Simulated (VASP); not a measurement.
Wanted: the native input for a VASP 6.6.1 run.

| Property | Result |
| --- | --- |
| Task | relaxation of the atoms |
| Functional | PBE |
| Dispersion | D3(BJ) |
| Potentials or basis | VASP PAW PBE potentials, release 64 (C) |
| Cutoff | 600 eV |
| k mesh | 14 × 14 × 14 |
| Occupations | gaussian, width 0.03 eV |
| Spin | no spin polarisation |
| Further INCAR settings | ALGO = Normal; EDIFF = 1e-07; IBRION = 2; EDIFFG = -0.01; NSW = 40 |

The structure of C lies in POSCAR:

```
C                                       
1.0
    0.0000000000      1.7665106180      1.7665106180
    1.7665106180      0.0000000000      1.7665106180
    1.7665106180      1.7665106180      0.0000000000
  C             
     2
Direct
     0.0000000000000000    0.0000000000000000    0.0000000000000000
     0.2500000000000000    0.2500000000000000    0.2500000000000000
```

This isn't the form of C at room conditions, which is graphite.

The cell isn't the ideal one: a relaxed cell with its volume scaled by 0.98.

The input as run:

INCAR

```
SYSTEM = C
PREC = Accurate ; ENCUT = 600
EDIFF = 1E-7 ; ISMEAR = 0
SIGMA = 0.03 ; LREAL = .FALSE.
LASPH = .TRUE. ; NELM = 80
ALGO = Normal ; ISIF = 2
LWAVE = .FALSE. ; LCHARG = .FALSE.
GGA = PE ; IVDW = 12
IBRION = 2 ; NSW = 40
EDIFFG = -0.01
```

KPOINTS

```
regular mesh
0
G
  14 14 14
  0 0 0
```

Potentials or basis: VASP PAW PBE potentials, release 64 (C).

Launch:

```console
$ cat potpaw_PBE.64/C/POTCAR > POTCAR
$ mpirun -np 1 vasp_std > vasp.out
```

Results of the run:

```json
{"Pressure after relaxing": "9.3 GPa", "Band gap on the k mesh": "4.19 eV, indirect (least direct gap 5.67 eV)", "Dispersion energy per atom": "-0.197 eV"}
```

Caveat: the relaxation stopped at its first step, so nothing moved.

It took 4.7 s on 1 thread of Intel(R) Xeon(R) 6975P-C (Granite Rapids), on a shared host, peak memory 0.13 GiB.
